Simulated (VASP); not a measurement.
Set up this calculation in VASP 6.6.1, as the native input.

| Quantity | Value |
| --- | --- |
| Task | relaxation of cell and atoms |
| Functional | r2SCAN |
| Potentials or basis | VASP PAW PBE potentials, release 64 (Fe) |
| Cutoff | 600 eV |
| k mesh | 18 × 18 × 18 |
| Occupations | methfessel-paxton, width 0.1 eV |
| Spin | collinear spin, ferromagnetic start |
| Starting moments | [2.5] μB |
| Further INCAR settings | ALGO = Normal; EDIFF = 1e-07; AMIX = 0.2; BMIX = 0.0001; IBRION = 2; EDIFFG = -0.005; NSW = 90; ISIF = 3 |

The structure of Fe lies in POSCAR:

```
Fe                                      
1.0
   -1.4301361076      1.4301361076      1.4301361076
    1.4301361076     -1.4301361076      1.4301361076
    1.4301361076      1.4301361076     -1.4301361076
  Fe            
     1
Direct
     0.0000000000000000    0.0000000000000000    0.0000000000000000
```

The input as run:

INCAR

```
SYSTEM = Fe
PREC = Accurate
ENCUT = 600
EDIFF = 1E-7
ISMEAR = 1
SIGMA = 0.1
LREAL = .False.
LASPH = .True.
NELM = 150
ALGO = Normal
ISIF = 3
LWAVE = .False.
LCHARG = .False.
ISPIN = 2
MAGMOM = 2.5
LORBIT = 11
LMAXMIX = 4
METAGGA = R2SCAN
LMIXTAU = .True.
IBRION = 2
NSW = 90
EDIFFG = -0.005
AMIX = 0.2
BMIX = 1E-4
AMIX_MAG = 0.8
BMIX_MAG = 1E-4
```

KPOINTS

```
Automatic mesh
0
Gamma
  18 18 18
  0 0 0
```

Potentials or basis: VASP PAW PBE potentials, release 64 (Fe).

Launch:

```sh
$ cat potpaw_PBE.64/Fe/POTCAR > POTCAR
$ mpirun -np 1 vasp_std > vasp.out
```

Results of the run:

```yaml
Pressure_after_relaxing: 0.0 GPa
Band_gap_on_the_k_mesh: none (metal or under the smearing width)
Net_moment: 2.62 μB per cell
Site_moments: Fe +2.69 μB
Valence_electrons_inside_the_program's_atomic_spheres: Fe 7.21
```

Caveat: the relaxation stopped at its first step, so nothing moved; the PAW data sets were made with another functional, which shifts forces and pressure a little.

Wall time 2.5 min on 1 thread of Intel(R) Xeon(R) Platinum 8559C (Emerald Rapids), with other jobs on the host, peak memory 0.17 GiB.
